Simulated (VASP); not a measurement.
Set up this calculation in VASP 6.6.1, as the native input.

* Task: band structure
* Functional: PBEsol
* Potentials or basis: VASP PAW PBE potentials, release 64 (Ga_d, N)
* Cutoff: 520 eV
* k mesh: 6 × 6 × 3
* Occupations: gaussian, width 0.03 eV
* Spin: no spin polarisation
* Grid for exact exchange (PRECFOCK): Fast
* Further INCAR settings: ALGO = Fast; EDIFF = 1e-07; NBANDS = 26

The structure of GaN lies in POSCAR:

```
GaN                                     
1.0
    3.1802303026      0.0000000000      0.0000000000
   -1.5901151513      2.7541602278      0.0000000000
    0.0000000000      0.0000000000      5.1832172877
  Ga              N             
     2     2
Direct
     0.3333333300000021    0.6666666699999979    0.9992402474009704
     0.6666666699999979    0.3333333300000021    0.4992402474009704
     0.3333333300000021    0.6666666699999979    0.3757597525990296
     0.6666666699999979    0.3333333300000021    0.8757597525990296
```

These files were run (other wordings do the same):

INCAR

```
ALGO = Fast
EDIFF = 1E-7
ENCUT = 520
GGA = PS
ISIF = 2
ISMEAR = 0
KPAR = 4
LASPH = T
LCHARG = F
LREAL = F
LWAVE = F
NBANDS = 26
NELM = 80
PREC = Accurate
SIGMA = 0.03
```

KPOINTS

```
k-points
0
Gamma
  6 6 3
```

KPOINTS_OPT

```
explicit points
6
Reciprocal
 0.0000000000  0.0000000000  0.0000000000 1
 0.0000000000  0.0000000000  0.5000000000 1
 0.3333333333  0.3333333333  0.5000000000 1
 0.3333333333  0.3333333333  0.0000000000 1
 0.5000000000  0.0000000000  0.5000000000 1
 0.5000000000  0.0000000000  0.0000000000 1
```

Potentials or basis: VASP PAW PBE potentials, release 64 (Ga_d, N).

The run is started by

```bash
$ cat potpaw_PBE.64/Ga_d/POTCAR potpaw_PBE.64/N/POTCAR > POTCAR
$ mpirun -np 4 vasp_std > vasp.out
```

Results of the run:

```json
{"Pressure": "0.1 GPa", "Band gap on the k mesh": "1.90 eV, direct", "Band gap along the path": "1.90 eV, direct"}
```

Caveat: the PAW data sets were made with another functional, which shifts forces and pressure a little.

Run time: 11 s on 4 MPI ranks on Intel(R) Xeon(R) Platinum 8488C (Sapphire Rapids), with other jobs on the host, peak memory 0.16 GiB a rank.
